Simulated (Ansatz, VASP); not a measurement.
AlN in VASP and in Ansatz

```
CELL_PARAMETERS angstrom
3.06172 0.00000 0.00000
-1.53086 2.65153 0.00000
0.00000 0.00000 3.77638
ATOMIC_POSITIONS crystal
Al 0.33333 0.66667 0.93800
Al 0.66667 0.33333 0.43800
N 0.33333 0.66667 0.43800
N 0.66667 0.33333 0.93800
```

Alike in both runs: functional PBE; k mesh 13 × 13 × 7; occupations fermi-dirac, width 0.05 eV; no spin polarisation.

Ansatz relaxed the structure, and its values are those at the end. VASP's run is a single point on that final structure, the one shown.

|  | VASP | Ansatz |
| --- | --- | --- |
| version | VASP 6.6.1 | Ansatz 0.2.0 |
| potentials or method | VASP PAW PBE potentials, release 64 (Al, N) | PAW with Ansatz's default frozen-core files, scalar-relativistic |
| plane-wave cutoff (eV) | 520 | 420 |
| valence electrons in the cell | 16 | 16 |

|  | VASP | Ansatz | Ansatz less VASP |
| --- | --- | --- | --- |
| gap on the k mesh at the Fermi level (eV) | 4.63 | 4.65 | +0.024 |

Caveats: an odd mesh through Γ misses points on the zone boundary, where band edges often lie.
